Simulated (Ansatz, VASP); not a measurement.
## One calculation of Si, two programs

```
Si
1.0
     7.73541    0.00000    0.00000
    -3.86771    6.69906    0.00000
     0.00000    0.00000   23.10543
Si
24
Direct
  0.66667 0.33333 0.34624
  0.66667 0.83333 0.34624
  0.16667 0.33333 0.34624
  0.16667 0.83333 0.34624
  0.50000 0.50000 0.38041
  0.50000 0.00000 0.38041
  0.00000 0.50000 0.38041
  0.00000 0.00000 0.38041
  0.00000 0.50000 0.48292
  0.00000 0.00000 0.48292
  0.50000 0.50000 0.48292
  0.50000 0.00000 0.48292
  0.83333 0.66667 0.51611
  0.83333 0.16667 0.51611
  0.33333 0.66667 0.51611
  0.33333 0.16667 0.51611
  0.33333 0.66667 0.62174
  0.33333 0.16667 0.62174
  0.83333 0.66667 0.62174
  0.83333 0.16667 0.62174
  0.16667 0.83333 0.65113
  0.16667 0.33333 0.65113
  0.66667 0.83333 0.65113
  0.66667 0.33333 0.65113
```

Alike in both runs: functional PBE; k mesh 3 × 3 × 1; occupations gaussian, width 0.05 eV; no spin polarisation.

Ansatz relaxed the structure, and its values are those at the end. VASP's run is a single point on that final structure, the one shown.

|  | VASP | Ansatz |
| --- | --- | --- |
| version | VASP 6.6.1 | Ansatz 0.2.0 |
| potentials or method | VASP PAW PBE potentials, release 64 (Si) | scalar-relativistic, plane waves, PAW |
| plane-wave cutoff (eV) | 520 | 420 |
| valence electrons in the cell | 96 | 96 |

```csv
,VASP,Ansatz,Ansatz less VASP
gap on the k mesh at the Fermi level (eV),0.09,0.09,+0.001
least direct gap on the mesh (eV),0.19,0.19,+0.001
rms of the force components (eV/Å),0.250,0.249,-0.0011
```

The functional is the same, so the differences come from potentials, cutoffs and numerics.
